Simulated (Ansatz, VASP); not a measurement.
# Cross-check of SiGe2 between VASP and Ansatz, part 2 of 2

Aim: how closely do two programs agree when they are given the same cell, functional and k mesh? The cell is generated by rule, not measured, and may not be a known phase. The cell is taken from a series of runs on this material, whose earlier steps may have relaxed, scaled, displaced or heated it; both programs get it as it stands.

VASP 6.6.1 and Ansatz 0.2.0.

So far. Step 2 (Ansatz: single point, r2SCAN): The run ends at a pressure of -0.85 GPa, with forces up to 1.3 eV/Å.

**3. VASP: single point, r2SCAN (continued)**

Level of this step: r2SCAN; plane waves and PAW (Si, Ge_d); invented cell (VASP).

Numbers of over 12 decimals in the logs are rounded to 6 here.

From OUTCAR (step 3):

```text
ion  position               nearest neighbor table
   1  0.986  0.507  0.493-   8 2.24   6 2.33  10 2.33  12 2.33
   2  0.014  0.993  0.007-   9 2.30  11 2.30   5 2.30   7 2.34
   3  0.514  0.243  0.757-   7 2.24   5 2.33   9 2.33  11 2.33
   4  0.486  0.757  0.243-  10 2.30  12 2.30   6 2.30   8 2.34
   5  0.236  0.143  0.857-   2 2.30   3 2.33
   6  0.264  0.607  0.393-   4 2.30   1 2.33
   7  0.758  0.121  0.879-   3 2.24   2 2.34
   8  0.742  0.629  0.371-   1 2.24   4 2.34
   9  0.236  0.621  0.857-   2 2.30   3 2.33
  10  0.264  0.129  0.393-   4 2.30   1 2.33
  11  0.714  0.143  0.379-   2 2.30   3 2.33
  12  0.786  0.607  0.871-   4 2.30   1 2.33

  LATTYP: Found a face centered cubic cell.
 ALAT       =    10.5760448696

 Subroutine GETGRP returns: Found 12 space group operations
 (whereof  6 operations were pure point group operations)

The static configuration has the point symmetry C_3v.
 The point group associated with its full space group is D_3d.

 Found     65 irreducible k-points:

   k-points           NKPTS =     65   k-points in BZ     NKDIM =     65   number of bands    NBANDS=     79

   dimension x,y,z NGX =    60 NGY =   60 NGZ =   60
   dimension x,y,z NGXF=   120 NGYF=  120 NGZF=  120

   ENCUT  =  550.0 eV  40.42 Ry    6.36 a.u.  14.30 14.30 14.30*2*pi/ulx,y,z

   NELECT =     128.0000    total number of electrons

 k-points in reciprocal lattice and weights: Automatic mesh
   0.00000000  0.00000000  0.00000000       0.002
   0.12500000  0.00000000  0.00000000       0.012
   0.25000000  0.00000000  0.00000000       0.012
   0.37500000  0.00000000  0.00000000       0.012
   0.50000000  0.00000000  0.00000000       0.006
   0.00000000  0.12500000  0.00000000       0.012
  -0.12500000  0.00000000 -0.12500000       0.004
   0.25000000  0.12500000  0.00000000       0.023
   0.25000000  0.00000000  0.12500000       0.012
[...]
-0.37500000 -0.12500000  0.37500000       0.023
  -0.25000000  0.25000000  0.25000000       0.012

 average (electrostatic) potential at core
       1 -89.0812       2 -89.1006       3 -89.0812       4 -89.1006       5 -80.3865
       6 -80.3865       7 -80.3953       8 -80.3953       9 -80.3865      10 -80.3865
      11 -80.3865      12 -80.3865

 E-fermi :   4.1625

 k-point     1 :       0.0000    0.0000    0.0000
  band No.  band energies     occupation
    ...
     58       1.1725      2.00000
     59       2.1365      2.00000
     60       3.5933      2.00043
     61       3.5933      2.00043
     62       3.9326      2.06898
     63       4.3010      0.08563
     64       5.0276     -0.00000
     65       5.0276     -0.00000
     66       5.0712     -0.00000
     67       5.5791     -0.00000
    ...

 k-point     2 :       0.1250    0.0000    0.0000
  band No.  band energies     occupation
    ...
     58       1.3617      2.00000
     59       2.3298      2.00000
     60       2.9504      2.00000
     61       3.4450      2.00000
     62       3.8529      2.05092
     63       4.5467     -0.02046
     64       4.6309     -0.00456
     65       4.6706     -0.00193
     66       5.1621     -0.00000
     67       5.4362     -0.00000
    ...

 k-point     3 :       0.2500    0.0000    0.0000
  band No.  band energies     occupation
    ...
     60       2.6940      2.00000
     61       3.0265      2.00000
     62       3.8923      2.06680
     63       3.9646      2.04803
     64       4.2136      0.58338
     65       4.2857      0.14588
     66       4.6840     -0.00142
     67       5.4473     -0.00000
     68       5.4961     -0.00000
     69       5.6622     -0.00000
    ...

  Total       -1.5679462     -1.5679462     -1.5679462     -0.0613849      0.0613849      0.0613849
  in kB       -8.4943835     -8.4943835     -8.4943835     -0.3325541      0.3325541      0.3325541
  external PRESSURE =      -8.4943835 kB  Pullay stress =       0.0000000 kB

  energy-cutoff  :      550.00
  volume of cell :      295.74
      direct lattice vectors                 reciprocal lattice vectors
     5.288022435  5.288022435  0.000000000     0.000000000  0.189106611  0.000000000
     5.288022435  0.000000000  5.288022435     0.094553305 -0.094553305  0.094553305
     5.288022435  0.000000000 -5.288022435     0.094553305 -0.094553305 -0.094553305

 POSITION                                       TOTAL-FORCE (eV/Angst)
 -----------------------------------------------------------------------------------
     10.50181      5.21379      0.07424         0.029199      0.029199     -0.029199
      5.36226      0.07424      5.21379         0.154240      0.154240     -0.154240
      8.00627      2.71825     -2.71825        -0.029199     -0.029199      0.029199
      7.85780      2.56977      2.71825        -0.154240     -0.154240      0.154240
      6.53525      1.24722     -3.77310        -0.410973     -0.410973      1.175387
      6.68481      1.39679      1.12909         0.410973      0.410973     -1.175387
      9.29739      4.00937     -4.00937         0.450436      0.450436     -0.450436
      9.21069      3.92266      1.36536        -0.450436     -0.450436      0.450436
      9.06113      1.24722     -1.24722        -1.175387     -0.410973      0.410973
      4.15893      1.39679     -1.39679         1.175387      0.410973     -0.410973
      6.53525      3.77310     -1.24722        -0.410973     -1.175387      0.410973
     11.97283      4.15893     -1.39679         0.410973      1.175387     -0.410973
 -----------------------------------------------------------------------------------
    total drift:                               -0.000000     -0.000000      0.000000

  FREE ENERGIE OF THE ION-ELECTRON SYSTEM (eV)
  ---------------------------------------------------
  free  energy   TOTEN  =      -134.6017745979 eV

  energy  without entropy=     -134.5994308929  energy(sigma->0) =     -134.60099336

 total charge
# of ion       s       p       d       tot
------------------------------------------
    1        0.776   0.881   0.000   1.657
    2        0.777   0.877   0.000   1.654
    3        0.776   0.881   0.000   1.657
    4        0.777   0.877   0.000   1.654
    5        1.183   1.103   9.997  12.283
    6        1.183   1.103   9.997  12.283
    7        1.173   1.137   9.994  12.304
    8        1.173   1.137   9.994  12.304
    9        1.183   1.103   9.997  12.283
   10        1.183   1.103   9.997  12.283
   11        1.183   1.103   9.997  12.283
   12        1.183   1.103   9.997  12.283
--------------------------------------------------
tot         12.548  12.406  79.971 104.926

[... 3 further parts left out ...]
```

The PAW data sets were made with PBE, which is usual practice but a small mismatch for other functionals.

**4. Comparison**

Known differences besides the potentials themselves: VASP keeps PBE cores, Ansatz makes them for the functional; the cutoff is 500 eV in Ansatz and 550 eV in VASP. Total energies have different zeros and are not compared.

The two programs side by side:

```
      quantity  Ansatz   VASP  difference
pressure (GPa)   -0.85  -0.85       -0.01
```

Forces on 7 of the 12 atoms, those with the largest forces and the largest differences (eV/Å; atoms numbered as in POSCAR):

```
atom         Ansatz x, y, z           VASP x, y, z
 Ge5  -0.412, -0.412, 1.172  -0.411, -0.411, 1.175
 Ge6   0.412, 0.412, -1.172   0.411, 0.411, -1.175
 Ge8  -0.449, -0.449, 0.449  -0.450, -0.450, 0.450
 Ge9  -1.172, -0.412, 0.412  -1.175, -0.411, 0.411
Ge10   1.172, 0.412, -0.412   1.175, 0.411, -0.411
Ge11  -0.412, -1.172, 0.412  -0.411, -1.175, 0.411
Ge12   0.412, 1.172, -0.412   0.411, 1.175, -0.411
```

The forces differ by 1.8 meV/Å r.m.s., which is 0.3 % of the r.m.s. force of 0.570 eV/Å (both taken over all components).

**5. What came out**

```yaml
r_m_s_force_difference_single_point_r2scan: 0.31 % of the r.m.s. force
```

**Reading.** The r.m.s. force difference is 0.31 % of the r.m.s. force (single point, r2SCAN), within the 3 % picked in this series as the mark of a large difference. Such differences can come from data sets, numerical settings and the points named under the comparisons, not from the functional's error against experiment.

[Lines on the potential files, build, host, timing and source positions are cut from VASP's logs without a mark.]

[Logs are printed without paths, hosts, clocks, repeated set-up lines and the standing remarks that a program may print on its own settings, such as how far it seeks lower states.]

[Hosts, paths, dates, database ids (printed as entryN), source tags and the programs' standing remarks are cut or masked in the printed files.]
